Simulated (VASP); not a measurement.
Write the native input for VASP 6.6.1 that does the following.

| Quantity | Value |
| --- | --- |
| Task | single point |
| Functional | r2SCAN |
| Potentials or basis | VASP PAW PBE potentials, release 64 (Zr_sv) |
| Cutoff | 520 eV |
| k mesh | 15 × 15 × 8 |
| Occupations | gaussian, width 0.1 eV |
| Spin | no spin polarisation |
| Further INCAR settings | ALGO = Normal; EDIFF = 1e-06; NBANDS = 19 |

The structure of Zr lies in POSCAR:

```
Zr
1.0
    3.1843400000      0.0000000000      0.0000000000
   -1.5921700000      2.7577200000      0.0000000000
    0.0000000000      0.0000000000      5.1189500000
Zr
2
Direct
    0.3333300000      0.6666700000      0.2500000000
    0.6666700000      0.3333300000      0.7500000000
```

These files were run (other wordings do the same):

INCAR

```
SYSTEM = Zr
ALGO = Normal
EDIFF = 1E-6
ENCUT = 520
ISIF = 2
ISMEAR = 0
LASPH = .True.
LCHARG = .False.
LMIXTAU = .True.
LREAL = .False.
LWAVE = .False.
METAGGA = R2SCAN
NBANDS = 19
NELM = 100
PREC = Accurate
SIGMA = 0.1
```

KPOINTS

```
k-points
0
Gamma
  15 15 8
  0 0 0
```

Potentials or basis: VASP PAW PBE potentials, release 64 (Zr_sv).

Launch:

```sh
$ cat potpaw_PBE.64/Zr_sv/POTCAR > POTCAR
$ mpirun -np 1 vasp_std > vasp.out
```

It gave:

```yaml
Pressure: 4.5 GPa
Band_gap_on_the_k_mesh: none (metal or under the smearing width)
```

Caveat: the PAW data sets were made with another functional, which shifts forces and pressure a little.

Run time: 8.6 min on 1 thread of Intel(R) Xeon(R) Platinum 8488C (Sapphire Rapids) (shared host), peak memory 0.34 GiB.
